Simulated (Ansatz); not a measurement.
The system is CsPbBr3.

```
Pb Cs Br
1.0
     5.87000    0.00000    0.00000
     0.00000    5.87000    0.00000
     0.00000    0.00000    5.87000
Pb Cs Br
1 1 3
Direct
  0.50000 0.50000 0.50000
  0.00000 0.00000 0.00000
  0.50000 0.50000 0.00000
  0.50000 0.00000 0.50000
  0.00000 0.50000 0.50000
```

Measurements of this composition are mostly on another form, of space group No. 62.

Base run:

```yaml
Program: Ansatz 0.2.0
Functional: PBEsol
Potentials_or_basis: all-electron LAPW, scalar-relativistic
Cutoff: 188 eV
Density_cutoff: 754 eV
Basis_error_allowed: 0.002 eV/atom
k_mesh: 5 × 5 × 5
Occupations: fermi-dirac, width 0.05 eV
Spin: no spin polarisation
```

Its results: pressure 0.0 GPa.

The run is repeated on the same cell with these changes: functional from PBEsol to PBE. What comes out?

Pressure 1.4 GPa.

PBE binds less tightly than PBEsol, so the same cell stands under more pressure.

Not every run made on this cell is shown here.
